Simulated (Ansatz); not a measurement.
# SrO: a single-point run

Wanted: a converged single-point run for SrO, and a check of what comes out. The structure is shown as the input types it.

Program: Ansatz 0.2.0. Level of theory: density functional or hybrid calculation with the settings of its input, plane waves (as first typed). These are calculated values, not measurements.

## (1) The system as given

The structure is hexagonal, space group P6_3/mmc (No. 194). The conventional cell has a = 4.270 Å, b = 4.270 Å, c = 5.144 Å, α = 90.00°, β = 90.00°, γ = 120.00°. Sr (site symmetry -6m2) is surrounded by 5 O at 2.47 to 2.57 Å. O (site symmetry -6m2) is surrounded by 5 Sr at 2.47 to 2.57 Å.

Coordinates:

```cif
data_structure
_symmetry_space_group_name_H-M 'P 1'
_symmetry_Int_Tables_number 1
_cell_length_a 4.2700
_cell_length_b 4.2700
_cell_length_c 5.1445
_cell_angle_alpha 90.000
_cell_angle_beta 90.000
_cell_angle_gamma 120.000
_cell_volume 81.23
loop_
_atom_site_label
_atom_site_type_symbol
_atom_site_fract_x
_atom_site_fract_y
_atom_site_fract_z
_atom_site_occupancy
Sr1 Sr 0.33333 0.66667 0.93750 1
Sr2 Sr 0.66667 0.33333 0.43750 1
O1 O 0.33333 0.66667 0.43750 1
O2 O 0.66667 0.33333 0.93750 1
```

## (2) The run

input.yaml reads:

```yaml
crystal:
  lattice:
    - [4.2700192687, 0.0, 0.0]
    - [-2.1350096344, 3.6979451613, 0.0]
    - [0.0, 0.0, 5.1444717958]
  atoms:
    - { symbol: Sr, position: [0.3333333333, 0.6666666667, 0.9375] }
    - { symbol: Sr, position: [0.6666666667, 0.3333333333, 0.4375] }
    - { symbol: O, position: [0.3333333333, 0.6666666667, 0.4375] }
    - { symbol: O, position: [0.6666666667, 0.3333333333, 0.9375] }
kpoints:
  mp_grid: { grid: [6, 6, 4] }
hamiltonian:
  xc: pbesol
scf:
  occupations: { method: fixed }
  n_extra_bands: 5
  convergence: { dr2_threshold: 1.0 }
  max_iter: 89
output:
  forces: true
  stress: true
  eigenvalues: true
```

The run is started by

```sh
> ansatz run input.yaml --threads 4 --pin off --max-ram 4608MiB --backend cpu --events-out ev --progress --plain --runs-dir out
```

**Question.** How will this run end, and is anything wrong with its input?

The run converged and reported no error, with warnings (force scf threshold loose, stress scf threshold loose). Its log warns: «scf.convergence.dr2_threshold = 1e0 eV is looser than this run's default, which is 1e-7 eV or tighter. The error in the forces grows as the threshold's square root ...»

The threshold asked is loose, but the program put off the close and ended at dr2 = 5.3e-8, so little accuracy was lost here.

The test: delete scf.convergence.dr2_threshold (the default then holds).
